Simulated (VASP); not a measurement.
Wanted: the native input for a VASP 6.6.1 run.

- Task: relaxation of cell and atoms
- Functional: PBE
- Dispersion: D3(BJ)
- Potentials or basis: VASP PAW PBE potentials, release 64 (Sn_d, S)
- Cutoff: 600 eV
- k mesh: 9 × 9 × 5
- Occupations: gaussian, width 0.03 eV
- Spin: no spin polarisation
- Further INCAR settings: ALGO = Normal; EDIFF = 1e-06; IBRION = 2; EDIFFG = -0.01; NSW = 90; ISIF = 3

The structure of SnS2 lies in POSCAR:

```
SnS2
1.0
    3.6390000000      0.0000000000      0.0000000000
   -1.8195000000      3.1514664400      0.0000000000
    0.0000000000      0.0000000000      5.8680000000
Sn S
1 2
Direct
    0.0000000000      0.0000000000      0.0000000000
    0.3333333300      0.6666666700      0.2500000000
    0.6666666700      0.3333333300      0.7500000000
```

One way to write it, as run:

INCAR

```
SYSTEM = SnS2
PREC = Accurate
ENCUT = 600
EDIFF = 1E-6
ISMEAR = 0
SIGMA = 0.03
LREAL = .FALSE.
LASPH = .TRUE.
NELM = 80
ALGO = Normal
ISIF = 3
LWAVE = .FALSE.
LCHARG = .FALSE.
GGA = PE
IVDW = 12
IBRION = 2
NSW = 90
EDIFFG = -0.01
KPAR = 4
```

KPOINTS

```
regular mesh
0
G
  9 9 5
  0 0 0
```

Potentials or basis: VASP PAW PBE potentials, release 64 (Sn_d, S).

Command:

```bash
$ cat potpaw_PBE.64/Sn_d/POTCAR potpaw_PBE.64/S/POTCAR > POTCAR
$ mpirun -np 4 vasp_std > vasp.out
```

It gave:

```yaml
Relaxed_volume: 22.57 Å³/atom
Relaxed_cell: a = 3.667 Å, b = 3.667 Å, c = 5.813 Å, α = 90.00°, β = 90.00°, γ = 120.00°
Space_group_after_relaxing_to_0.05_Å: P-3m1 (No. 164)
Energy_gained_by_relaxing: 3.1 meV/atom
Ionic_steps: 14
Pressure_after_relaxing: 0.0 GPa
Band_gap_on_the_k_mesh: 1.31 eV, indirect (least direct gap 1.75 eV)
Dispersion_energy_per_atom: -0.328 eV
```

Caveat: spin-orbit coupling is left out, which moves the levels of the heavy elements; an odd mesh through Γ misses points on the zone boundary, where band edges often lie.

Wall time 89 s on 4 MPI ranks on Intel(R) Xeon(R) Platinum 8488C (Sapphire Rapids) (shared host), peak memory 0.27 GiB a rank.
